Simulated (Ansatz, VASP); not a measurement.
# Cross-check of Nb between VASP and Ansatz, part 2 of 2

Aim: how closely do two programs agree when they are given the same cell, functional and k mesh? The structure shown is the start of the Ansatz relaxation below; VASP solves that cell, so the two are compared at the walk's first step.

VASP 6.6.1 and Ansatz 0.2.0.

So far. Step 4 (Comparison): The forces differ by 4.4 meV/Å r.m.s., which is 0.5 % of the r.m.s. force of 0.881 eV/Å (both taken over all components). With vacuum in the cell, a pressure given here is an average over mostly empty space and none of the material.

## Step 6: VASP: single point, PBE, start cell, pair 2

Level of this step: PBE; plane waves and PAW (Nb_sv) (VASP).

The same cell, functional, mesh and smearing now go to VASP, with its own data sets.

File INCAR:

```
SYSTEM = Nb
PREC = Accurate
ENCUT = 400
EDIFF = 1E-06
NELM = 120
ISMEAR = 1
SIGMA = 0.15
LREAL = .FALSE.
ALGO = Normal
GGA = PE
NBANDS = 25
LASPH = .TRUE.
LORBIT = 11
LWAVE = .FALSE.
LCHARG = .FALSE.
ISIF = 2
LDIPOL = .TRUE.
IDIPOL = 3
DIPOL = 0.5 0.5 0.268
LVHAR = .TRUE.
GGA_COMPAT = .FALSE.
NELMDL = -8
KPAR = 2
```

File POSCAR:

```
Nb
1.0
    3.2699950000      0.0000000000      0.0000000000
    0.0000000000      3.2699950000      0.0000000000
    0.0000000000      0.0000000000     30.4000000000
Nb
3
Direct
    0.0000000000      0.0000000000      0.2202723355
    0.4999998471      0.4999998471      0.2680921053
    0.0000000000      0.0000000000      0.3159118750
```

File KPOINTS:

```
Automatic mesh
0
Gamma
12 12 1
0 0 0
```

The projector-augmented-wave data sets are Nb_sv (PBE family, release 64).

Launch:

```bash
$ mpirun -np 2 vasp_std
```

Numbers of over 12 decimals in the logs are rounded to 6 here.

The log of the run:

```text
[... set-up lines as in an earlier step ...]
 entering main loop
       N       E                     dE             d eps       ncg     rms          rms(c)
DAV:   1     0.230711354991E+03    0.23071E+03   -0.20097E+04  2280   0.102E+03
DAV:   2     0.546841809713E+01   -0.22524E+03   -0.22160E+03  1822   0.346E+02
DAV:   3    -0.289563551220E+02   -0.34425E+02   -0.33901E+02  2462   0.840E+01
DAV:   4    -0.315784853586E+02   -0.26221E+01   -0.25865E+01  2213   0.250E+01
[...]
DAV:  26    -0.276340345344E+02   -0.25422E-05   -0.77243E-08  1205   0.154E-03    0.205E-04
DAV:  27    -0.276340356236E+02   -0.10892E-05   -0.34342E-08  1135   0.937E-04    0.112E-04
DAV:  28    -0.276340360912E+02   -0.46761E-06   -0.18935E-08  1050   0.792E-04
   1 F= -.27634036E+02 E0= -.27636427E+02  d E =0.717193E-02
```

Parts of OUTCAR (step 6):

```text
  Total       -0.3307379     -0.3307379     -0.3540754      0.0000000      0.0000000      0.0000000
  in kB       -1.6301473     -1.6301473     -1.7451732      0.0000000      0.0000000      0.0000000
  external PRESSURE =      -1.6684893 kB  Pullay stress =       0.0000000 kB

 POSITION                                       TOTAL-FORCE (eV/Angst)
 -----------------------------------------------------------------------------------
      0.00000      0.00000      6.69628         0.000000      0.000000      0.016470
      1.63500      1.63500      8.15000         0.000000      0.000000      0.000000
      0.00000      0.00000      9.60372         0.000000      0.000000     -0.016470
 -----------------------------------------------------------------------------------
    total drift:                                0.000883      0.000883      0.000102

  FREE ENERGIE OF THE ION-ELECTRON SYSTEM (eV)
  ---------------------------------------------------
  free  energy   TOTEN  =       -27.6340360912 eV

  energy  without entropy=      -27.6412080228  energy(sigma->0) =      -27.63642674

[... 3 further parts left out ...]
[key lines of the parts left out:]
E-fermi :  -1.0357
```

The run ends at a pressure of -0.17 GPa, with forces up to 0.016 eV/Å.

## Step 7: Comparison

At this near-relaxed geometry the largest component of a force difference is 4 meV/Å. With vacuum in the cell, a pressure given here is an average over mostly empty space and none of the material.

## Step 8: Ansatz: relaxation, PBE

The two programs are compared at the cell with which this relaxation starts, whose forces are those of its first step.

The structure compared here is the start of the Ansatz relaxation; VASP solves that cell, so the two are compared at the walk's first step.

File input.yaml:

```yaml
crystal:
  lattice:
    - [3.2515185495, 0.0, 0.0]
    - [0.0, 3.2515185495, 0.0]
    - [0.0, 0.0, 30.4000004]
  atoms:
    - { symbol: Nb, position: [0.0, 0.0, 0.2194327651] }
    - { symbol: Nb, position: [0.5, 0.5, 0.2680921017] }
    - { symbol: Nb, position: [0.0, 0.0, 0.3167514384] }
  periodic: [true, true, false]
kpoints:
  mp_grid: { grid: [12, 12, 1] }
hamiltonian:
  xc: pbe
scf:
  occupations: { method: gaussian, width: 0.1 }
output:
  forces: true
  stress: true
  eigenvalues: true
  write_density: true
  write_potential: true
  elf: true
  volumetric_format: npy
relax:
  adjacent_minimum: "off"
  f_tol: 0.005
  max_steps: 80
  cell: { stress_2d_tol: 0.02 }
```

Launch:

```bash
$ ansatz run input.yaml --threads 8 --pin off --max-ram 14336MiB --backend cpu --events-out ev --progress --plain --runs-dir out
```

The log of the run:

```text
[...]
Crystal: 3 atoms, lattice volume = 321.400 Å³
Basis set: ecut = 420 eV, 6357 PW (Γ), exchange–correlation on 48×48×432 points (8 copies of the dense FFT grid, shifted against one another)
Bands: 24, of which v1, the nominal top of the filled ones, is band 20 counted from 1 (19 counted from 0)
Symmetry: 16 space group operations
[...]
k-points: 28 of 144
[...]
k-point 27: bands = [... 16 lower, -4.9804, -4.7962, -4.7962, -2.0728, -2.0728, -1.6354, -0.9903, -0.2843]
--- Relaxed structure (5 steps of the walk, 4 accepted, 1 SCFs on fresh bases) ---
[...]
cell:  # Å, volume = 325.0632 Å³
    - [3.269995, 0, 0]
    - [0, 3.269995, 0]
    - [0, 0, 30.4000004]
  atoms:
    - { symbol: Nb, position: [0, 0, 0.220272] }
    - { symbol: Nb, position: [0.500000, 0.500000, 0.268092] }
    - { symbol: Nb, position: [0, 0, 0.315912] }
[key lines of the parts left out:]
SCF converged after 7 iterations
Free energy (F): -13653.847443 eV
Fermi energy:    -3.620663 eV
P = ½ c Tr σ = -0.0101 N/m
```

## Step 9: VASP: single point, PBE, start cell, pair 3

The same cell, functional, mesh and smearing now go to VASP, with its own data sets.

Edit INCAR of step 6 so:

```diff
@@ -5,4 +5,4 @@
 NELM = 120
-ISMEAR = 1
-SIGMA = 0.15
+ISMEAR = 0
+SIGMA = 0.1
 LREAL = .FALSE.
```

File POSCAR:

```
Nb
1.0
    3.2515190000      0.0000000000      0.0000000000
    0.0000000000      3.2515190000      0.0000000000
    0.0000000000      0.0000000000     30.4000000000
Nb
3
Direct
    0.0000000000      0.0000000000      0.2194327632
    0.4999998462      0.4999998462      0.2680921053
    0.0000000000      0.0000000000      0.3167514474
```

KPOINTS is that of step 6.

Launch:

```bash
$ mpirun -np 2 vasp_std
```

The log of the run:

```text
[... set-up lines as in an earlier step ...]
 entering main loop
       N       E                     dE             d eps       ncg     rms          rms(c)
DAV:   1     0.230515035280E+03    0.23052E+03   -0.20174E+04  2272   0.102E+03
DAV:   2     0.522547192157E+01   -0.22529E+03   -0.22162E+03  1830   0.345E+02
DAV:   3    -0.291073424330E+02   -0.34333E+02   -0.33829E+02  2494   0.854E+01
DAV:   4    -0.316377675217E+02   -0.25304E+01   -0.24904E+01  2106   0.245E+01
[...]
DAV:  25    -0.276330417475E+02   -0.55810E-05   -0.29625E-07  1300   0.310E-03    0.110E-03
DAV:  26    -0.276330453709E+02   -0.36234E-05   -0.15046E-07  1226   0.242E-03    0.631E-04
DAV:  27    -0.276330462056E+02   -0.83465E-06   -0.69698E-08  1115   0.185E-03
   1 F= -.27633046E+02 E0= -.27627917E+02  d E =-.102581E-01
```

Parts of OUTCAR (step 9):

```text
  Total       -0.1054563     -0.1054563     -0.9011324      0.0000000      0.0000000      0.0000000
  in kB       -0.5256987     -0.5256987     -4.4921372      0.0000000      0.0000000      0.0000000
  external PRESSURE =      -1.8478449 kB  Pullay stress =       0.0000000 kB

 POSITION                                       TOTAL-FORCE (eV/Angst)
 -----------------------------------------------------------------------------------
      0.00000      0.00000      6.67076         0.000000      0.000000      0.200901
      1.62576      1.62576      8.15000         0.000000     -0.000000     -0.000000
      0.00000      0.00000      9.62924         0.000000     -0.000000     -0.200901
 -----------------------------------------------------------------------------------
    total drift:                                0.000885      0.000885      0.000017

  FREE ENERGIE OF THE ION-ELECTRON SYSTEM (eV)
  ---------------------------------------------------
  free  energy   TOTEN  =       -27.6330462056 eV

  energy  without entropy=      -27.6227880696  energy(sigma->0) =      -27.62791714

[... 1 part as in an earlier step ...]

[... 2 further parts left out ...]
[key lines of the parts left out:]
E-fermi :  -0.9789
```

The run ends at a pressure of -0.18 GPa, with forces up to 0.20 eV/Å.

## Step 10: Differences

Forces (eV/Å; atoms numbered as in POSCAR):

```
atom        Ansatz x, y, z          VASP x, y, z
 Nb1   0.000, 0.000, 0.200   0.000, 0.000, 0.201
 Nb2   0.000, 0.000, 0.000   0.000, 0.000, 0.000
 Nb3  0.000, 0.000, -0.200  0.000, 0.000, -0.201
```

The forces differ by 0.4 meV/Å r.m.s., which is 0.4 % of the r.m.s. force of 0.095 eV/Å (both taken over all components). With vacuum in the cell, a pressure given here is an average over mostly empty space and none of the material.

## Step 11: Outcome

```
r.m.s. force difference (single point, PBE, start cell, pair 1) : 0.50 % of the r.m.s. force
r.m.s. force difference (single point, PBE, start cell, pair 2) : 2 meV/Å
r.m.s. force difference (single point, PBE, start cell, pair 3) : 0.41 meV/Å
```

**Reading.** The r.m.s. force difference is 2 meV/Å (single point, PBE, start cell, pair 2), within the 12 meV/Å picked in this series as the mark of a large difference. 3 further runs of this series are not shown here. Such differences can come from data sets, numerical settings and the points named under the comparisons, not from the functional's error against experiment.

[Lines on the potential files, build, host, timing and source positions are cut from VASP's logs without a mark.]

[Logs are printed without paths, hosts, clocks, repeated set-up lines and the standing remarks that a program may print on its own settings, such as how far it seeks lower states.]

[Hosts, paths, dates, database ids (printed as entryN), source tags and the programs' standing remarks are cut or masked in the printed files.]
